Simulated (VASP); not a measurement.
Set up this calculation in VASP 6.6.1, as the native input.

```yaml
Task: single point
Functional: PBE
Potentials_or_basis: VASP PAW PBE potentials, release 64 (Mn_pv, S)
Cutoff: 520 eV
k_mesh: 6 × 6 × 3
Occupations: gaussian, width 0.05 eV
Spin: collinear spin, typed start
Starting_moments: "[5.0, -5.0, 0.0, 0.0] μB"
Hubbard_terms: Mn d U = 4.0 eV, J = 0.9 eV
Dipole_correction: no
LDAUTYPE: 1
Hund's_J: 0.9
Further_INCAR_settings: ALGO = Fast; EDIFF = 1e-07; NBANDS = 31
```

The structure of MnS lies in POSCAR:

```
MnS
1.0
    3.9760016100      0.0000000000      0.0000000000
   -1.9880008000      3.4433184000      0.0000000000
    0.0000000000      0.0000000000      6.4320005000
Mn S
2 2
Direct
    0.3333333333      0.6666666667      0.0000000000
    0.6666666667      0.3333333333      0.5000000000
    0.3333333333      0.6666666667      0.3850000000
    0.6666666667      0.3333333333      0.8850000000
```

The input as run:

INCAR

```
PREC = Accurate ; ENCUT = 520
EDIFF = 1E-7 ; ISMEAR = 0
SIGMA = 0.05 ; LREAL = F
LASPH = T ; NELM = 150
ALGO = Fast ; ISIF = 2
LWAVE = F ; LCHARG = T
ISPIN = 2 ; MAGMOM = 5 -5 0 0
LORBIT = 11 ; LMAXMIX = 4
LDAU = T ; LDAUTYPE = 1
LDAUL = 2 -1 ; LDAUU = 4 0
LDAUJ = 0.9 0 ; LDAUPRINT = 1
GGA = PE ; LELF = T
LVHAR = T ; NBANDS = 31
```

KPOINTS

```
regular mesh
0
Gamma
  6 6 3
```

Potentials or basis: VASP PAW PBE potentials, release 64 (Mn_pv, S).

Run with:

```console
$ cat potpaw_PBE.64/Mn_pv/POTCAR potpaw_PBE.64/S/POTCAR > POTCAR
$ mpirun -np 1 vasp_std > vasp.out
```

It gave:

```yaml
Pressure: 3.0 GPa
Largest_force: 0.377 eV/Å
Band_gap_on_the_k_mesh: 2.02 eV, indirect (least direct gap 2.20 eV)
Net_moment: 0.00 μB per cell
Site_moments: Mn +4.47, -4.47; S -0.01, +0.01 μB
Valence_electrons_inside_the_program's_atomic_spheres: Mn 11.37; S 3.79
```

Caveat: an odd mesh through Γ misses points on the zone boundary, where band edges often lie.

Wall time 79 s on 1 thread of AMD EPYC 7R13 Processor (Zen 3) (shared host), peak memory 0.22 GiB.
